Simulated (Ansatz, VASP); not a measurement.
BN in VASP and in Ansatz

Contents of INCAR:

```
SYSTEM = BN
ALGO = Fast
EDIFF = 1E-6
EDIFFG = -0.02
ENCUT = 600
GGA = RP
IBRION = 2
ISIF = 3
ISMEAR = -1
LASPH = .True.
LCHARG = .False.
LREAL = .False.
LWAVE = .False.
NELM = 100
NSW = 60
PREC = Accurate
SIGMA = 0.05
```

KPOINTS

```
k-points
0
Gamma
  12 12 12
  0 0 0
```

The input POSCAR:

```
BN
1.0
    1.2511217832      0.7223354983      3.3729344033
   -1.2511217832      0.7223354983      3.3729344033
    0.0000000000     -1.4446709966      3.3729344033
N B
1 1
Direct
    0.6672382000      0.6672382000      0.6672382000
    0.0003288000      0.0003288000      0.0003288000
```

The input input.yaml:

```yaml
crystal:
  lattice:
    - [1.2511217832, 0.7223354983, 3.3729344033]
    - [-1.2511217832, 0.7223354983, 3.3729344033]
    - [0.0, -1.4446709966, 3.3729344033]
  atoms:
    - { symbol: "N", position: [0.6672382, 0.6672382, 0.6672382] }
    - { symbol: B, position: [0.0003288, 0.0003288, 0.0003288] }
hamiltonian:
  xc: rpbe
  pseudopotentials: { kind: paw }
kpoints:
  mp_grid: { grid: [12, 12, 12] }
scf:
  occupations: { method: fermi_dirac, width: 0.05 }
output:
  forces: true
  stress: true
  eigenvalues: true
  write_density: true
  write_potential: true
  elf: true
  volumetric_format: npy
relax:
  f_tol: 0.01
  max_steps: 40
  cell: { stress_tol: 0.05 }
```

The cell is a database's computed one.

Alike in both runs: task relaxation of cell and atoms; functional RPBE; k mesh 12 × 12 × 12; occupations fermi-dirac, width 0.05 eV; no spin polarisation.

```csv
,VASP,Ansatz
version,VASP 6.6.1,Ansatz 0.2.0
potentials or method,"VASP PAW PBE potentials, release 64 (N, B)",Ansatz PAW
plane-wave cutoff (eV),600,420
valence electrons in the cell,8,8
```

|  | VASP | Ansatz | Ansatz less VASP |
| --- | --- | --- | --- |
| gap on the k mesh at the Fermi level, each at its own relaxed structure (eV) | 4.59 | 4.26 | -0.330 |
| relaxed volume (Å³/atom) | 11.02 | 13.32 | +2.302 |
| relaxed cell length with the largest relative difference (Å) | 4.250 | 5.043 | +0.7926 |
| energy change over the relaxation (meV/atom) | -26 | -35 | -9.1 |

One of these differences is far larger than is usual between the two programs; its cause wasn't traced.

Caveats: the volume moved by over 15 % at a fixed basis, so the end points are rough; the PAW data sets were made with another functional, which shifts forces and pressure a little (VASP); the plane-wave basis is chosen anew once the cell has moved, so the energies of steps on either side of that aren't comparable (Ansatz); the pressure holds a Pulay correction of +0.4 GPa for the finite cutoff (Ansatz); the PAW data sets come from PBE, with cores solved anew for the run's functional, which leaves a small shift of forces and pressure (Ansatz). A k mesh can miss the band edges. As with any semilocal functional, this RPBE gap is likely too small.
